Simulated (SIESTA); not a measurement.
The system is SbPt.

```
CELL_PARAMETERS angstrom
4.12000 0.00000 0.00000
-2.06000 3.56802 0.00000
0.00000 0.00000 5.47000
ATOMIC_POSITIONS crystal
Pt 0.00000 0.00000 0.50000
Pt 0.00000 0.00000 0.00000
Sb 0.66667 0.33333 0.75000
Sb 0.33333 0.66667 0.25000
```

- Program: SIESTA 5.4.2
- Task: relaxation of cell and atoms
- Functional: optB88-vdW
- Potentials or basis: PseudoDojo 0.4 standard (PBE files)
- Basis: DZP (energy shift 0.002 Ry)
- Grid cutoff: 800 Ry
- Energy shift: 0.002 Ry
- k mesh: 8 × 8 × 5
- Occupations: fermi-dirac, width 0.05 eV
- Spin: no spin polarisation

At the start: pressure 15.7 GPa; volume 20.10 Å³/atom.

Q: Where does the relaxation end?

A: Over 7 steps the energy falls by 102.0 meV/atom and the volume is 22.38 Å³/atom (+11.3 %); space group P6_3/mmc (No. 194, to 0.05 Å).

The path:
```
step  energy change (eV)  largest force (eV/Å)  pressure (GPa)  volume (Å³)
   1              0.0000                0.0000           15.70        80.41
   2             -0.1387                0.0000           12.24        81.99
   3             -0.4011                0.0000            1.57        88.28
   4             -0.4059                0.0000            0.67        88.95
   5             -0.4050                0.0000           -0.99        90.30
   6             -0.4071                0.0000           -0.51        89.92
   7             -0.4078                0.0000           -0.02        89.53
```

Final structure:
```yaml
crystal:
  lattice:
    - [4.27942, -0.00002, 0.00000]
    - [-2.13972, 3.70608, 0.00000]
    - [0.00000, 0.00000, 5.64514]
  atoms:
    - { symbol: Pt, position: [0.00000, 0.00000, 0.50000] }
    - { symbol: Pt, position: [0.00000, 0.00000, 0.00000] }
    - { symbol: Sb, position: [0.66667, 0.33333, 0.75000] }
    - { symbol: Sb, position: [0.33333, 0.66667, 0.25000] }
```

Caveat: semicore shells carry a single zeta, which can move pressures by several GPa and volumes by a few percent; the potentials were made for another functional, which shifts forces and pressure; the volume moved by +11 % from the deposited cell, more than functionals usually miss; the basis of atomic orbitals isn't converged, which shifts pressures, moduli and gaps.
